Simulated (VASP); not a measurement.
# InAs (F-43m) in VASP: a series of runs

One crystal, InAs, is run at these levels: HSE06, LDA; tasks: relaxation of cell and atoms.

Program: VASP 6.6.1. These are calculated values, not measurements. Logs are shortened: lines on timing, memory, paths and dates and some standing lists are left out, and cuts for length are marked.

## Step 1: Starting point

The structure is cubic, space group F-43m (No. 216). Conventional cell: a = 6.091 Å, b = 6.091 Å, c = 6.091 Å, α = 90.00°, β = 90.00°, γ = 90.00°. In (site symmetry -43m) is surrounded by 4 As at 2.64 Å. As (site symmetry -43m) is surrounded by 4 In at 2.64 Å.

## Step 2: Relaxation of cell and atoms, HSE06

Contents of POSCAR:

```
InAs                                    
1.0
   -0.0000000000      3.0454540631      3.0454540631
    3.0454540631     -0.0000000000      3.0454540631
    3.0454540631      3.0454540631     -0.0000000000
  In              As            
     1     1
Direct
     0.0000000000000000    0.0000000000000000    0.0000000000000000
     0.2500000000000000    0.2500000000000000    0.2500000000000000
```

Contents of INCAR.step1:

```
  ALGO = Normal
  EDIFF = 1E-5
  ENCUT = 520
  GGA = PE
  ISMEAR = 0
  KPAR = 4
  LASPH = T
  LCHARG = F
  LREAL = F
  LWAVE = T
  NELM = 80
  PREC = Accurate
  SIGMA = 0.03
```

Contents of INCAR.step2:

```
  ALGO = Normal
  EDIFF = 1E-6
  EDIFFG = -0.01
  ENCUT = 520
  GGA = PE
  HFSCREEN = 0.2
  IBRION = 2
  ISIF = 3
  ISMEAR = 0
  ISTART = 1
  KPAR = 4
  LASPH = T
  LCHARG = F
  LHFCALC = T
  LREAL = F
  LWAVE = F
  NELM = 80
  NSW = 25
  PREC = Accurate
  PRECFOCK = Fast
  SIGMA = 0.03
```

Contents of KPOINTS:

```
k-points
0
Gamma
  6 6 6
```

Potentials or basis: VASP PAW PBE potentials, release 64 (In_d, As).

The run is started by

```
cat potpaw_PBE.64/In_d/POTCAR potpaw_PBE.64/As/POTCAR > POTCAR
cp INCAR.step1 INCAR
mpirun -np 4 vasp_std > vasp.out
cp INCAR.step2 INCAR
mpirun -np 4 vasp_std > vasp.out
```

OUTCAR:

```text
EDIFF = 1E-6
   EDIFFG = -0.01
   ENCUT = 520
   GGA = PE
   HFSCREEN = 0.2
   IBRION = 2
   ISIF = 3
   ISMEAR = 0
   ISTART = 1
   LASPH = T
   LHFCALC = T
   LREAL = F
   NELM = 80
   NSW = 25
   PREC = Accurate
   PRECFOCK = Fast

 ion  position               nearest neighbor table
   1  0.000  0.000  0.000-   2 2.64   2 2.64   2 2.64   2 2.64
   2  0.250  0.250  0.250-   1 2.64   1 2.64   1 2.64   1 2.64

  LATTYP: Found a face centered cubic cell.
 ALAT       =     6.0909081262

  Lattice vectors:

 A1 = (   0.0000000000,   3.0454540631,   3.0454540631)
 A2 = (   3.0454540631,   0.0000000000,   3.0454540631)
 A3 = (   3.0454540631,   3.0454540631,   0.0000000000)

Analysis of symmetry for initial positions (statically):
=====================================================================
 Subroutine PRICEL returns:
 Original cell was already a primitive cell.

 Routine SETGRP: Setting up the symmetry group for a
 face centered cubic supercell.

 Subroutine GETGRP returns: Found 24 space group operations
 (whereof 24 operations were pure point group operations)
 out of a pool of 48 trial point group operations.

The static configuration has the point symmetry T_d .

Analysis of symmetry for dynamics (positions and initial velocities):
=====================================================================
 Subroutine PRICEL returns:
 Original cell was already a primitive cell.

 Routine SETGRP: Setting up the symmetry group for a
 face centered cubic supercell.

 Subroutine GETGRP returns: Found 24 space group operations
 (whereof 24 operations were pure point group operations)
 out of a pool of 48 trial point group operations.

The dynamic configuration has the point symmetry T_d .

 Subroutine INISYM returns: Found 24 space group operations
 (whereof 24 operations are pure point group operations),
 and found     1 'primitive' translations

----------------------------------------------------------------------------------------

                                     Primitive cell

  volume of cell :      56.4919

  direct lattice vectors                    reciprocal lattice vectors
     0.000000000  3.045454063  3.045454063    -0.164179130  0.164179130  0.164179130
     3.045454063  0.000000000  3.045454063     0.164179130 -0.164179130  0.164179130
     3.045454063  3.045454063  0.000000000     0.164179130  0.164179130 -0.164179130

  length of vectors
     4.306922440  4.306922440  4.306922440     0.284366596  0.284366596  0.284366596

  position of ions in fractional coordinates (direct lattice)
     0.000000000  0.000000000  0.000000000
     0.250000000  0.250000000  0.250000000

  ion indices of the primitive-cell ions
   primitive index   ion index
                 1           1
                 2           2

----------------------------------------------------------------------------------------

 KPOINTS: k-points

Automatic generation of k-mesh.
 Grid dimensions read from file:
 generate k-points for:    6    6    6

 Generating k-lattice:

  Cartesian coordinates                     Fractional coordinates (reciprocal lattice)
    -0.027363188  0.027363188  0.027363188     0.166666667  0.000000000  0.000000000
     0.027363188 -0.027363188  0.027363188     0.000000000  0.166666667  0.000000000
     0.027363188  0.027363188 -0.027363188     0.000000000  0.000000000  0.166666667

  Length of vectors
     0.047394433  0.047394433  0.047394433

  Shift w.r.t. Gamma in fractional coordinates (k-lattice)
     0.000000000  0.000000000  0.000000000

 Subroutine IBZKPT returns following result:
 ===========================================

 Found     16 irreducible k-points:

 Following reciprocal coordinates:
            Coordinates               Weight
  0.000000  0.000000  0.000000      1.000000
  0.166667  0.000000  0.000000      8.000000
  0.333333  0.000000  0.000000      8.000000
  0.500000  0.000000  0.000000      4.000000
  0.166667  0.166667  0.000000      6.000000
  0.333333  0.166667  0.000000     24.000000
[... 8 lines left out ...]
 -0.333333  0.333333  0.166667     24.000000
 -0.333333  0.500000  0.166667     12.000000
   k-points           NKPTS =     16   k-points in BZ     NKDIM =    216   number of bands    NBANDS=     13
   number of dos      NEDOS =    301   number of ions     NIONS =      2
   total plane-waves  NPLWV =  32768
   dimension x,y,z NGX =    32 NGY =   32 NGZ =   32
   dimension x,y,z NGXF=    64 NGYF=   64 NGZF=   64
   ions per type =               1   1
   NGX,Y,Z   is equivalent  to a cutoff of  12.35, 12.35, 12.35 a.u.
   NGXF,Y,Z  is equivalent  to a cutoff of  24.70, 24.70, 24.70 a.u.
 SYSTEM =  unknown system
   PREC   = accura    normal or accurate (medium, high low for compatibility)
   ISTART =      1    job   : 0-new  1-cont  2-samecut
   ICHARG =      0    charge: 1-file 2-atom 10-const
   ISPIN  =      1    spin polarized calculation?
   LNONCOLLINEAR =      F non collinear calculations
   LSORBIT =      F    spin-orbit coupling
   LASPH  =      T    aspherical Exc in radial PAW
   ENCUT  =  520.0 eV  38.22 Ry    6.18 a.u.   8.01  8.01  8.01*2*pi/ulx,y,z
   NELM   =     80;   NELMIN=  2; NELMDL=  0     # of ELM steps
   EDIFF  = 0.1E-05   stopping-criterion for ELM
   LREAL  =      F    real-space projection
   EDIFFG = -.1E-01   stopping-criterion for IOM
   NSW    =     25    number of steps for IOM
   IBRION =      2    ionic relax: 0-MD 1-quasi-New 2-CG
   NFREE  =      1    steps in history (QN), initial steepest desc. (CG)
   ISIF   =      3    stress and relaxation
   ISYM   =      3    0-nonsym 1-usesym 2-fastsym
   POTIM  = 0.5000    time-step for ionic-motion
   TEBEG  =    0.0;   TEEND  =   0.0 temperature during run
   PSTRESS=    0.0 pullay stress
   NELECT =      18.0000    total number of electrons
   NUPDOWN=      -1.0000    fix difference up-down
   EMIN   =  10.00;   EMAX   =-10.00  energy-range for DOS
   EFERMI =   0.00;   METHOD = LEGACY
   ISMEAR =     0;   SIGMA  =   0.03  broadening in eV -4-tet -1-fermi 0-gaus
   EFERMI_NEDOS =   21; number of points for ismear=-14 and -15
   IALGO  =     38    algorithm
   IMIX   =      1    mixing-type and parameters
     AMIX     =   0.40;   BMIX     =  1.00
     AMIX_MAG =   1.60;   BMIX_MAG =  1.00
  volume/ion in A,a.u.               =      28.25       190.61
  Fermi-wavevector in a.u.,A,eV,Ry     =   1.118159  2.113014 17.011090  1.250280
  Thomas-Fermi vector in A             =   2.254788
   LORBIT       =      0    0 simple, 1 ext, 2 COOP (PROOUT), +10 PAW based schemes
   GGA     = PE    functional components
   LHFCALC =     T    Hartree Fock is set to
   PRECFOCK=fast      Normal, Fast or Accurate (Low or Medium for compatibility)
   ENCUT4O =  -1.0   cutoff for four orbital integrals eV
   NKREDX  =     1    reduce k-point grid by
   NKREDY  =     1    reduce k-point grid by
   NKREDZ  =     1    reduce k-point grid by
   AEXX    =    0.2500 exact exchange contribution
   HFSCREEN=    0.2000 screening length (either q_TF or 0.3 A-1)
   HFSCREENC=   0.2000 screening length for correlation (either q_TF or 0.3 A-1)
   ENCUTFOCK=  -1.0 apply spherical cutoff to Coloumb kernel
   IVDW    =     0    specifies the selected vdW correction
   LEPSILON=     F    determine dielectric tensor
   LRPA    =     F    only Hartree local field effects (RPA)
 conjugate gradient relaxation of ions
 non-spin polarized calculation
 Gauss-broadening in eV      SIGMA  =   0.03
  energy-cutoff  :      520.00
  volume of cell :       56.49
 maximum number of plane-waves:      1536
  NGX = 18; NGY = 18; NGZ = 18

--------------------------------------- Ionic step        1  -------------------------------------------

 number of electron      17.9999992 magnetization

 Free energy of the ion-electron system (eV)
  ---------------------------------------------------
  ext. energy  EPLUGINS =         0.00000000
  ---------------------------------------------------
  free energy    TOTEN  =        -9.24478233 eV

  energy without entropy =       -9.24478233  energy(sigma->0) =       -9.24478233

------------------------ aborting loop because EDIFF is reached ----------------------------------------

  FORCE on cell =-STRESS in cart. coord.  units (eV):
  Direction    XX          YY          ZZ          XY          YZ          ZX
  --------------------------------------------------------------------------------------
  -------------------------------------------------------------------------------------
  Total        0.0976805      0.0976805      0.0976805      0.0000000      0.0000000      0.0000000
  in kB        2.7703353      2.7703353      2.7703353      0.0000000      0.0000000      0.0000000
  external PRESSURE =       2.7703353 kB  Pullay stress =       0.0000000 kB
[... 57 lines left out ...]
  energy  without entropy=       -9.2450935620  energy(sigma->0) =       -9.24509356

--------------------------------------- Ionic step        3  -------------------------------------------

 number of electron      17.9999994 magnetization

 Free energy of the ion-electron system (eV)
  ---------------------------------------------------
  ext. energy  EPLUGINS =         0.00000000
  ---------------------------------------------------
  free energy    TOTEN  =        -9.24511163 eV

  energy without entropy =       -9.24511163  energy(sigma->0) =       -9.24511163

 E-fermi :   3.9735     XC(G=0):  -7.4736

 val. band max:        3.8181254584   @ k =   0.0000   0.0000   0.0000
 cond. band min:       4.2037209240   @ k =   0.0000   0.0000   0.0000
 fundamental gap:      0.3855954656
 Fermi energy:         3.9734995353

 k-point     1 :       0.0000    0.0000    0.0000
  band No.  band energies     occupation
      1     -12.2733      2.00000
      2     -12.2733      2.00000
      3     -12.2733      2.00000
      4     -12.1512      2.00000
      5     -12.1512      2.00000
      6      -9.0379      2.00000
      7       3.8181      2.00000
      8       3.8181      2.00000
      9       3.8181      2.00000
     10       4.2037      0.00000
     11       8.4901      0.00000
     12       8.4901      0.00000
     13       8.4901      0.00000
[... 267 lines left out ...]
  FREE ENERGIE OF THE ION-ELECTRON SYSTEM (eV)
  ---------------------------------------------------
  free  energy   TOTEN  =        -9.2451116281 eV

  energy  without entropy=       -9.2451116281  energy(sigma->0) =       -9.24511163

 reached required accuracy - stopping structural energy minimisation
```

Wall time 6.4 min (4 MPI ranks of Intel Xeon 6975P-C (Granite Rapids), shared host); peak memory 0.29 GiB.

What came out:

```yaml
Free_energy: -9.2451 eV
Relaxed_volume: 28.42 Å³/atom
Relaxed_cell: a = 4.316 Å, b = 4.316 Å, c = 4.316 Å, α = 60.00°, β = 60.00°, γ = 60.00°
Space_group_after_relaxing_to_0.05_Å: F-43m (No. 216)
Energy_gained_by_relaxing: 0.2 meV/atom
Ionic_steps: 3
Pressure_after_relaxing: 0.0 GPa
Band_gap_on_the_k_mesh: 0.39 eV, direct
```

The path:
```tsv
step	energy change (eV)	largest force (eV/Å)	pressure (GPa)	volume (Å³)
1	0.0000	0.0000	0.28	56.49
2	-0.0003	0.0000	-0.06	56.89
3	-0.0003	0.0000	-0.04	56.83
```

Final structure:
```cif
data_structure
_symmetry_space_group_name_H-M 'P 1'
_symmetry_Int_Tables_number 1
_cell_length_a 4.3156
_cell_length_b 4.3156
_cell_length_c 4.3156
_cell_angle_alpha 60.000
_cell_angle_beta 60.000
_cell_angle_gamma 60.000
_cell_volume 56.83
loop_
_atom_site_label
_atom_site_type_symbol
_atom_site_fract_x
_atom_site_fract_y
_atom_site_fract_z
_atom_site_occupancy
In1 In 0.00000 0.00000 0.00000 1
As1 As 0.25000 0.25000 0.25000 1
```

Levels at points of the mesh, in eV from the valence-band top:
| k point | band 5 | band 6 | band 7 | band 8 | band 9 | band 10 | band 11 | band 12 | band 13 |
| --- | --- | --- | --- | --- | --- | --- | --- | --- | --- |
| (0.00, 0.00, 0.00) | -15.97 | -12.86 | 0.00 | 0.00 | 0.00 | 0.39 | 4.67 | 4.67 | 4.67 |
| (0.50, 0.00, 0.00) | -15.96 | -11.33 | -6.11 | -1.03 | -1.03 | 1.60 | 5.45 | 5.45 | 7.69 |
| (0.50, 0.50, 0.00) | -15.95 | -10.76 | -6.20 | -2.43 | -2.43 | 2.18 | 2.73 | 10.13 | 10.30 |

Caveat: the PAW data sets were made with another functional, which shifts forces and pressure a little; spin-orbit coupling is left out, which moves the levels of the heavy elements.

## Step 3: Relaxation of cell and atoms, LDA

This run uses another cell than the first one, of 27.49 Å³/atom, 0.973 times its volume.

Contents of INCAR:

```
PREC = Accurate
ENCUT = 600
EDIFF = 1E-6
ISMEAR = 0
SIGMA = 0.03
LREAL = F
LASPH = T
NELM = 80
ALGO = Normal
ISIF = 3
LWAVE = F
LCHARG = F
GGA = CA
IBRION = 2
NSW = 90
EDIFFG = -0.01
```

Contents of KPOINTS:

```
Automatic mesh
0
Gamma
  10 10 10
```

Contents of POSCAR:

```
InAs
1.0
    0.0000000000      3.0180000000      3.0180000000
    3.0180000000      0.0000000000      3.0180000000
    3.0180000000      3.0180000000      0.0000000000
In As
1 1
Direct
    0.0000000000      0.0000000000      0.0000000000
    0.2500000000      0.2500000000      0.2500000000
```

Potentials or basis: VASP PAW LDA potentials, release 64 (In_d, As).

The run is started by

```
cat potpaw_LDA.64/In_d/POTCAR potpaw_LDA.64/As/POTCAR > POTCAR
mpirun -np 1 vasp_std > vasp.out
```

Wall time 54 s (1 thread of Intel Xeon Platinum 8259CL at 2.50GHz (Skylake/Cascade Lake), shared host); peak memory 0.21 GiB.

It converged, with:

```
Free energy                            : -9.0291 eV
Relaxed volume                         : 27.44 Å³/atom
Relaxed cell                           : a = 4.265 Å, b = 4.265 Å, c = 4.265 Å, α = 60.00°, β = 60.00°, γ = 60.00°
Space group after relaxing (to 0.05 Å) : F-43m (No. 216)
Energy gained by relaxing              : 0.0 meV/atom
Ionic steps                            : 3
Pressure after relaxing                : 0.0 GPa
Band gap on the k mesh                 : none (metal or under the smearing width)
```

Final structure:
```cif
data_structure
_symmetry_space_group_name_H-M 'P 1'
_symmetry_Int_Tables_number 1
_cell_length_a 4.2654
_cell_length_b 4.2654
_cell_length_c 4.2654
_cell_angle_alpha 60.000
_cell_angle_beta 60.000
_cell_angle_gamma 60.000
_cell_volume 54.87
loop_
_atom_site_label
_atom_site_type_symbol
_atom_site_fract_x
_atom_site_fract_y
_atom_site_fract_z
_atom_site_occupancy
In1 In 0.00000 0.00000 0.00000 1
As1 As 0.25000 0.25000 0.25000 1
```

Levels at points of the mesh, in eV from the Fermi level:
| k point | band 6 | band 7 | band 8 | band 9 | band 10 | band 11 | band 12 | band 13 |
| --- | --- | --- | --- | --- | --- | --- | --- | --- |
| (0.00, 0.00, 0.00) | -11.97 | -0.37 | -0.01 | -0.01 | -0.01 | 3.82 | 3.82 | 3.82 |
| (0.50, 0.00, 0.00) | -10.47 | -5.88 | -1.02 | -1.02 | 0.81 | 4.60 | 4.60 | 6.69 |
| (0.50, 0.50, 0.00) | -9.91 | -5.96 | -2.38 | -2.38 | 1.40 | 1.95 | 9.04 | 9.18 |

Caveat: this crystal is a semiconductor, whose small gap the functional closes, so the metal is an error of the method.

## Step 4: Relaxation of cell and atoms, LDA

This run uses another cell than the first one, of 27.44 Å³/atom, 0.971 times its volume.

INCAR: that of step 3 with these lines changed.

```diff
@@ -2,3 +2,3 @@
 ENCUT = 600
-EDIFF = 1E-6
+EDIFF = 1E-7
 ISMEAR = 0
@@ -15,2 +15,2 @@
 NSW = 90
-EDIFFG = -0.01
+EDIFFG = -0.005
```

KPOINTS is that of step 3.

Contents of POSCAR:

```
InAs                                    
1.0
   -0.0000000000      3.0160780068      3.0160780068
    3.0160780068      0.0000000000      3.0160780068
    3.0160780068      3.0160780068      0.0000000000
  In              As            
     1     1
Direct
     0.0000000000000000    0.0000000000000000    0.0000000000000000
     0.2500000000000000    0.2500000000000000    0.2500000000000000
```

The run is started by

```
cat potpaw_LDA.64/In_d/POTCAR potpaw_LDA.64/As/POTCAR > POTCAR
mpirun -np 1 vasp_std > vasp.out
```

Run time: 32 s. Hardware: 1 thread of Intel Xeon Platinum 8259CL at 2.50GHz (Skylake/Cascade Lake), shared host; peak memory 0.2 GiB.

It converged, with:

```yaml
Free_energy: -9.0291 eV
Pressure_after_relaxing: 0.0 GPa
Band_gap_on_the_k_mesh: none (metal or under the smearing width)
```

Final structure:
```
In As
1.0
     0.00000    3.01608    3.01608
     3.01608    0.00000    3.01608
     3.01608    3.01608    0.00000
In As
1 1
Direct
  0.00000 0.00000 0.00000
  0.25000 0.25000 0.25000
```

Levels at points of the mesh, in eV from the Fermi level:
```tsv
k point	band 7	band 8	band 9	band 10	band 11	band 12
(0.00, 0.00, 0.00)	-0.37	-0.01	-0.01	-0.01	3.82	3.82
(0.50, 0.00, 0.00)	-5.88	-1.02	-1.02	0.81	4.60	4.60
(0.50, 0.50, 0.00)	-5.96	-2.38	-2.38	1.40	1.95	9.04
```

Caveat: the relaxation stopped at its first step, so nothing moved; this crystal is a semiconductor, whose small gap the functional closes, so the metal is an error of the method.
